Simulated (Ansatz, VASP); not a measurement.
Given: the input of a run of VASP 6.6.1 on Mg.

INCAR

```
SYSTEM = Mg
PREC     = Accurate       ! precision mode
ENCUT    = 600            ! plane-wave cutoff, eV
EDIFF    = 1E-6           ! SCF threshold, eV
ISMEAR   = -1             ! smearing method
SIGMA    = 0.05           ! smearing width, eV
LREAL    = .False.        ! projectors in reciprocal space
LASPH    = .True.         ! aspherical terms in the spheres
NELM     = 60             ! most SCF steps
ALGO     = Normal         ! electronic algorithm
ISIF     = 3              ! what is computed and relaxed
LWAVE    = .False.        ! write WAVECAR
LCHARG   = .False.        ! write CHGCAR
GGA      = RP             ! functional
IVDW     = 12             ! dispersion correction
IBRION   = 2              ! ionic algorithm
NSW      = 40             ! ionic steps
EDIFFG   = -0.01          ! ionic threshold
```

File KPOINTS:

```
Automatic mesh
0
Gamma
  10 10 5
  0 0 0
```

Contents of POSCAR:

```
Mg
1.0
    3.2093000000      0.0000000000      0.0000000000
   -1.6046500000      2.7793353284      0.0000000000
    0.0000000000      0.0000000000      5.2103000000
Mg
2
Direct
    0.6666666667      0.3333333333      0.7500000000
    0.3333333333      0.6666666667      0.2500000000
```

Potentials or basis: VASP PAW PBE potentials, release 64 (Mg).

Run with:

```bash
$ cat potpaw_PBE.64/Mg/POTCAR > POTCAR
$ mpirun -np 1 vasp_std > vasp.out
```

Question: Translate it to Ansatz 0.2.0. Potentials there: Ansatz PAW.

Answer: As run (the cutoff follows the program's own potentials):

input.yaml

```yaml
crystal:
  lattice:
    - [3.2093, 0.0, 0.0]
    - [-1.60465, 2.7793353284, 0.0]
    - [0.0, 0.0, 5.2103]
  atoms:
    - { symbol: Mg, position: [0.6666666667, 0.3333333333, 0.75] }
    - { symbol: Mg, position: [0.3333333333, 0.6666666667, 0.25] }
hamiltonian:
  xc: rpbe
  pseudopotentials: { kind: paw }
  dispersion: d3bj
kpoints:
  mp_grid: { grid: [10, 10, 5] }
scf:
  occupations: { method: fermi_dirac, width: 0.05 }
output:
  forces: true
  stress: true
relax:
  f_tol: 0.01
  max_steps: 40
  cell: { stress_tol: 0.05 }
```

Potentials or basis: Ansatz PAW.

Launch:

```sh
$ ansatz run input.yaml --threads 2 --pin off --max-ram 5632MiB --backend cpu --events-out ev --progress --plain --runs-dir out
```

Both were run:

|  | VASP | Ansatz | Ansatz less VASP |
| --- | --- | --- | --- |
| relaxed volume (Å³/atom) | 16.78 | 16.81 | +0.027 |
| relaxed cell length with the largest relative difference (Å) | 2.875 | 2.876 | +0.0016 |
| energy change over the relaxation (meV/atom) | -353 | -345 | +8.2 |

The two sets of potentials don't hold the same shells in valence.

Caveats: the volume moved by over 15 % at a fixed basis, so the end points are rough; the volume moved by -28 % from the deposited cell, more than functionals usually miss; the PAW data sets were made with another functional, which shifts forces and pressure a little (VASP); pairwise dispersion overbinds metals, which lowers pressure and volume (VASP); the plane-wave basis is chosen anew once the cell has moved, so the energies of steps on either side of that aren't comparable (Ansatz); the PAW data sets come from PBE, with cores solved anew for the run's functional, which leaves a small shift of forces and pressure (Ansatz).
